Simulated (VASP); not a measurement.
# CrO2 (Pnnm) in VASP: a series of runs, part 2 of 2

VASP 6.6.1. Earlier steps stand in the parts before.

**4. Relaxation of the atoms, optB88-vdW, collinear spin, antiferromagnetic start (volume scaled by 1.15)**

The input, run.py:

```python
from ase import Atoms
from ase.calculators.vasp import Vasp

atoms = Atoms(
    ['Cr', 'Cr', 'O', 'O', 'O', 'O'],
    cell=[[4.6601765716, 0.0, 0.0], [0.0, 4.7452322004, 0.0], [0.0, 0.0, 3.1283632889]],
    scaled_positions=[[0.0, 0.0, 0.0], [0.5, 0.5, 0.5], [0.292969, 0.310183, 0.0], [0.707031, 0.689817, 0.0], [0.207031, 0.810183, 0.5], [0.792969, 0.189817, 0.5]],
    pbc=True,
)
atoms.set_initial_magnetic_moments([3.0, -3.0, 0.0, 0.0, 0.0, 0.0])
calc = Vasp(
    directory='calc',
    xc='optb88-vdw',
    pp='PBE',
    setups='recommended',
    pp_version='54',
    prec='Accurate',
    encut=520,
    ediff=1e-06,
    ismear=-1,
    sigma=0.1,
    lreal=False,
    lasph=True,
    nelm=120,
    algo='Fast',
    isif=2,
    lwave=False,
    lcharg=False,
    ispin=2,
    lorbit=11,
    lmaxmix=4,
    ibrion=2,
    nsw=60,
    ediffg=-0.01,
    kpts=[6, 6, 9],
    gamma=True,
)
atoms.calc = calc

print('energy (eV):', atoms.get_potential_energy())
print('free energy (eV):', atoms.get_potential_energy(force_consistent=True))
print('forces (eV/A):')
print(atoms.get_forces())
print('stress (eV/A^3, Voigt):', atoms.get_stress())
print('Fermi level (eV):', calc.get_fermi_level())
print('moment (muB):', atoms.get_magnetic_moment())
print('site moments (muB):', atoms.get_magnetic_moments())
print('cell (A, degrees):', atoms.cell.cellpar())
print('volume (A^3):', atoms.get_volume())
print('scaled positions:')
print(atoms.get_scaled_positions())
```

Potentials or basis: VASP PAW PBE potentials, release 54 (Cr_pv, O).

On the command line:

```sh
python run.py
```

The log of the run:

```text
<dir> UserWarning: vdW has been enabled, however no location for the vdw_kernel.bindat file has been specified. Set ASE_VASP_VDW environment variable to copy the vdW kernel.
  warnings.warn(
energy (eV): -36.73271479
free energy (eV): -36.78792911
forces (eV/A):
[[-0.          0.          0.        ]
 [-0.          0.          0.        ]
 [-0.00554074 -0.00320768  0.        ]
 [ 0.00554074  0.00320768 -0.        ]
 [ 0.00554074 -0.00320768 -0.        ]
 [-0.00554074  0.00320768  0.        ]]
stress (eV/A^3, Voigt): [ 0.14246394  0.15465986  0.24136146 -0.         -0.         -0.        ]
Fermi level (eV): 2.98707193
moment (muB): 0.0
site moments (muB): [ 2.076 -2.076  0.082  0.082 -0.082 -0.082]
cell (A, degrees): [ 4.66017657  4.7452322   3.12836329 90.         90.         90.        ]
volume (A^3): 69.17943676464589
scaled positions:
[[0.         0.         0.        ]
 [0.5        0.5        0.5       ]
 [0.31220547 0.31500439 0.        ]
 [0.68779453 0.68499561 0.        ]
 [0.18779453 0.81500439 0.5       ]
 [0.81220547 0.18499561 0.5       ]]
```

OUTCAR:

```text
ENCUT = 520.000000
   EDIFF = 1.00e-06
   EDIFFG = -1.00e-02
   GGA = BO
   PREC = Accurate
   IBRION = 2
   ISIF = 2
   ISMEAR = -1
   ISPIN = 2
   LORBIT = 11
   NELM = 120
   NSW = 60
   LASPH = .TRUE.
   LREAL = .FALSE.

 ion  position               nearest neighbor table
   1  0.000  0.000  0.000-   3 2.01   4 2.01   5 2.05   6 2.05   5 2.05   6 2.05
   2  0.500  0.500  0.500-   5 2.01   6 2.01   3 2.05   4 2.05   3 2.05   4 2.05
   3  0.293  0.310  0.000-   1 2.01   2 2.05   2 2.05
   4  0.707  0.690  0.000-   1 2.01   2 2.05   2 2.05
   5  0.207  0.810  0.500-   2 2.01   1 2.05   1 2.05
   6  0.793  0.190  0.500-   2 2.01   1 2.05   1 2.05

  LATTYP: Found a simple orthorhombic cell.
 ALAT       =     3.1283632889
 B/A-ratio  =     1.4896532599
 C/A-ratio  =     1.5168417994

  Lattice vectors:

 A1 = (   0.0000000000,   0.0000000000,   3.1283632889)
 A2 = (   4.6601765716,   0.0000000000,   0.0000000000)
 A3 = (   0.0000000000,   4.7452322004,   0.0000000000)

Analysis of symmetry for initial positions (statically):
=====================================================================
 Subroutine PRICEL returns:
 Original cell was already a primitive cell.

 Routine SETGRP: Setting up the symmetry group for a
[... 208 lines left out ...]
  Total      -12.1262265    -12.3627274    -15.9701761      0.0000000      0.0000000      0.0000000
  in kB     -280.8401765   -286.3174748   -369.8650243      0.0000000      0.0000000      0.0000000
  external PRESSURE =    -312.3408919 kB  Pullay stress =       0.0000000 kB
[... 339 lines left out ...]
 number of electron      48.0000014 magnetization      -0.0000000

 number of electron      48.0000014 magnetization       0.0000000

 Free energy of the ion-electron system (eV)
  ---------------------------------------------------
  ext. energy  EPLUGINS =         0.00000000
  ---------------------------------------------------
  free energy    TOTEN  =       -36.78792911 eV

  energy without entropy =      -36.67750047  energy(sigma->0) =      -36.73271479

 E-fermi :   2.9871     XC(G=0): -11.0271

 val. band max:        2.9823575692   @ k =   0.1667   0.1667   0.2222
 cond. band min:       3.0331002690   @ k =   0.1667   0.3333   0.2222
 fundamental gap:      0.0507426998
 Fermi energy:         2.9870719257

 spin component 1

 k-point     1 :       0.0000    0.0000    0.0000
  band No.  band energies     occupation
      1     -41.5237      1.00000
      2     -41.4535      1.00000
      3     -41.4116      1.00000
      4     -39.5860      1.00000
      5     -39.2886      1.00000
      6     -39.1685      1.00000
[... 733 lines left out ...]
     27       4.7588      0.00000
     28       5.0449      0.00000

 [... further k-points ...]

 spin component 2

 k-point     1 :       0.0000    0.0000    0.0000
  band No.  band energies     occupation
      1     -41.5237      1.00000
      2     -41.4535      1.00000
      3     -41.4116      1.00000
      4     -39.5860      1.00000
      5     -39.2886      1.00000
      6     -39.1685      1.00000
[... 772 lines left out ...]
  energy  without entropy=      -36.6775004701  energy(sigma->0) =      -36.73271479

Total vdW correction in eV:      9.2298410

 reached required accuracy - stopping structural energy minimisation

 total charge

# of ion       s       p       d       tot
------------------------------------------
    1        0.281   6.313   3.846  10.440
    2        0.281   6.313   3.846  10.440
    3        1.560   3.366   0.000   4.926
    4        1.560   3.366   0.000   4.926
    5        1.560   3.366   0.000   4.926
    6        1.560   3.366   0.000   4.926
--------------------------------------------------
tot          6.803  26.089   7.693  40.585

 magnetization (x)

# of ion       s       p       d       tot
------------------------------------------
    1        0.015   0.017   2.044   2.076
    2       -0.015  -0.017  -2.044  -2.076
    3        0.001   0.080   0.000   0.082
    4        0.001   0.080   0.000   0.082
    5       -0.001  -0.080   0.000  -0.082
    6       -0.001  -0.080   0.000  -0.082
--------------------------------------------------
tot          0.000   0.000   0.000   0.000
```

INCAR:

```text
AGGAC = 0.000000
ENCUT = 520.000000
PARAM1 = 0.183333
PARAM2 = 0.220000
SIGMA = 0.100000
EDIFF = 1.00e-06
EDIFFG = -1.00e-02
ALGO = Fast
GGA = BO
PREC = Accurate
IBRION = 2
ISIF = 2
ISMEAR = -1
ISPIN = 2
LMAXMIX = 4
LORBIT = 11
NELM = 120
NSW = 60
LASPH = .TRUE.
LCHARG = .FALSE.
LUSE_VDW = .TRUE.
LWAVE = .FALSE.
LREAL = .FALSE.
MAGMOM = 1*3.0000 1*-3.0000 4*0.0000
```

Run time: 19 min. Hardware: 1 thread of Intel Xeon 6975P-C (Granite Rapids), shared host; peak memory 0.57 GiB.

Results:

```
Free energy                                           : -36.7879 eV
Energy gained by relaxing                             : 20.4 meV/atom
Ionic steps                                           : 9
Pressure after relaxing                               : -28.8 GPa
Largest force after relaxing                          : 0.006 eV/Å
Band gap on the k mesh                                : none (metal or under the smearing width)
Net moment                                            : 0.00 μB per cell
Site moments                                          : Cr +2.08, -2.08; O +0.08, -0.08 μB
Valence electrons inside the program's atomic spheres : Cr 10.44; O 4.93
```

Forces in eV/Å, atoms in the order of the input:
```
Cr   0.000  0.000  0.000
Cr   0.000  0.000  0.000
O   -0.006 -0.003  0.000
O    0.006  0.003  0.000
O    0.006 -0.003  0.000
O   -0.006  0.003  0.000
```

Stress tensor (GPa, compression positive):
```
-22.83   0.00   0.00
  0.00 -24.78   0.00
  0.00   0.00 -38.67
```

Step by step:
| step | energy change (eV) | largest force (eV/Å) | pressure (GPa) |
| --- | --- | --- | --- |
| 1 | 0.0000 | 0.5981 | -31.23 |
| 2 | -0.0625 | 0.4708 | -30.60 |
| 3 | -0.1183 | 0.0750 | -28.76 |
| 4 | -0.1197 | 0.0610 | -28.76 |
| 5 | -0.1222 | 0.0225 | -28.78 |
| 6 | -0.1198 | 0.0712 | -28.93 |
| 7 | -0.1225 | 0.0159 | -28.82 |
| 8 | -0.1225 | 0.0164 | -28.82 |
| 9 | -0.1225 | 0.0064 | -28.76 |

Final structure:
```
Cr O
1.0
     4.66018    0.00000    0.00000
     0.00000    4.74523    0.00000
     0.00000    0.00000    3.12836
Cr O
2 4
Direct
  0.00000 0.00000 0.00000
  0.50000 0.50000 0.50000
  0.31221 0.31500 0.00000
  0.68779 0.68500 0.00000
  0.18779 0.81500 0.50000
  0.81221 0.18500 0.50000
```

Caveat: the PAW data sets were made with another functional, which shifts forces and pressure a little; semilocal functionals often make such compounds metallic where correlation or magnetic order opens a gap, which also shifts bond lengths.
